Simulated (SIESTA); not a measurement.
A run of SIESTA 5.4.2 is set up as follows.

The input TiO2.fdf:

```
SystemName                      TiO2
SystemLabel                     TiO2
NumberOfSpecies                 2
NumberOfAtoms                   6
%block ChemicalSpeciesLabel
  1  22 Ti
  2   8 O
%endblock ChemicalSpeciesLabel

UseStructFile                   true

%block kgrid.MonkhorstPack
    6   0   0  0.0
    0   6   0  0.0
    0   0   9  0.0
%endblock kgrid.MonkhorstPack
XC.Functional                   GGA
XC.Authors                      PBE
PAO.BasisSize                   DZP
PAO.EnergyShift                 0.003 Ry
Mesh.Cutoff                     800 Ry
DFTU.ProjectorGenerationMethod  1
%block DFTU.Proj
  Ti 1
  n=3 2
  6.00 0.00
  0.0
%endblock DFTU.Proj
DFTU.PopTol                     1.0e-5
DFTU.FirstIteration             true
OccupationFunction              FD
ElectronicTemperature           0.05 eV
MaxSCFIterations                200
SCF.MustConverge                false
SCF.Mixer.Method                Pulay
SCF.Mixer.Weight                0.1
SCF.Mixer.History               10
SCF.DM.Tolerance                5.0e-05
SCF.H.Tolerance                 1.0e-03 eV
WriteForces                     true
Charge.Mulliken                 end
%block PAO.Basis
  Ti 5
  n=3 0 2
    3.144 0.000
  n=4 0 2
    8.756 0.000
  n=3 1 2
    3.568 0.000
  n=4 1 1
    8.756
  n=3 2 2
    6.267 0.000
%endblock PAO.Basis
```

Contents of TiO2.STRUCT_IN:

```
   4.5998373239     0.0000000000     0.0000000000
   0.0000000000     4.5998373239     0.0000000000
   0.0000000000     0.0000000000     2.9592135600
6
1  22    0.0000000000     0.0000000000     0.5000000000
1  22    0.5000000000     0.5000000000     0.0000000000
2   8    0.3043213200     0.3043213200     0.5000000000
2   8    0.1956786800     0.8043213200     0.0000000000
2   8    0.8043213200     0.1956786800     0.0000000000
2   8    0.6956786800     0.6956786800     0.5000000000
```

Potentials or basis: PseudoDojo 0.4 standard (PBE files), DZP (energy shift 0.003 Ry; two zetas on semicore shells).

Run with:

```console
$ siesta < TiO2.fdf > TiO2.out 2>&1
```

Task: Predict the pressure.

Result: 19.6 GPa.

Task: Estimate the largest force.

Result: 0.163 eV/Å.

Task: What does it give for the band gap on the k mesh?

Result: 2.52 eV, indirect (least direct gap 2.62 eV).

Stress tensor (GPa, compression positive):
```
15.73  0.00  0.00
 0.00 15.73  0.00
 0.00  0.00 27.25
```

Caveat: an odd mesh through Γ misses points on the zone boundary, where band edges often lie; the basis of atomic orbitals isn't converged, which shifts pressures, moduli and gaps.

The gap isn't set beside the measured one, since this odd mesh misses points on the zone boundary.
